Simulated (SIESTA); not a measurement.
The system is SnO.

```xyz
4
Lattice="3.8137 0.0000 0.0000 0.0000 3.8137 0.0000 0.0000 0.0000 4.8869" Properties=species:S:1:pos:R:3 pbc="T T T"
Sn    1.9068    0.0000    3.7367
Sn    0.0000    1.9068    1.1503
O     0.0000    0.0000    0.0000
O     1.9068    1.9068    0.0000
```

The cell is a database's computed one.

Program: SIESTA 5.4.2. Alike in all runs: no spin polarisation; cell as given; k mesh 7 × 7 × 6; smearing fermi-dirac 0.05 eV; grid cutoff 800 Ry; energy shift 0.003 Ry.

Q: Order these runs on this cell by their pressure, lowest first.
A. level PBEsol; potentials or basis PseudoDojo 0.4 standard (PBEsol files), DZP (energy shift 0.003 Ry; two zetas on semicore shells)
B. level PBE; potentials or basis PseudoDojo 0.4 standard (PBE files), DZP (energy shift 0.003 Ry; two zetas on semicore shells); broadening (eV) 0.2 eV; window to (eV) 30 eV; optical mesh offset true
C. level LDA; potentials or basis PseudoDojo 0.4 standard (LDA files), DZP (energy shift 0.003 Ry; two zetas on semicore shells)

A: C (-0.5 GPa), A (2.5 GPa), B (6.7 GPa).

Caveats: the basis of atomic orbitals isn't converged, which shifts pressures, moduli and gaps; the basis holds too few empty states to meet the f-sum rule, so the spectrum is short of weight at high energy (some runs).
